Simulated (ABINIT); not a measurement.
AgCl (Chlorargyrite):

```
CELL_PARAMETERS angstrom
0.00000 2.73500 2.73500
2.73500 0.00000 2.73500
2.73500 2.73500 0.00000
ATOMIC_POSITIONS crystal
Ag 0.00000 0.00000 0.00000
Cl 0.50000 0.50000 0.50000
```

Base run:

```yaml
Program: ABINIT 10.8.3 (patched build)
Functional: PBEsol
Potentials_or_basis: SPMS NC PBE v1.0
Cutoff: 599 eV
k_mesh: 6 × 6 × 6
Occupations: fixed
Spin: no spin polarisation
```

Its results: band gap on the k mesh 0.70 eV, indirect (least direct gap 3.22 eV); pressure -0.7 GPa.

Task: The run is repeated on the same cell with these changes: functional from PBEsol to HSE06. What comes out?

Result: Band gap on the k mesh 2.20 eV, indirect (least direct gap 4.65 eV); pressure 3.2 GPa.

HSE06 gives the wider gap, since exact exchange removes part of the self-interaction.

Caveats: the potentials were made for another functional, which shifts forces and pressure; Libxc's HSE differs a little from that of other programs (some runs).

A k mesh can miss the band edges.
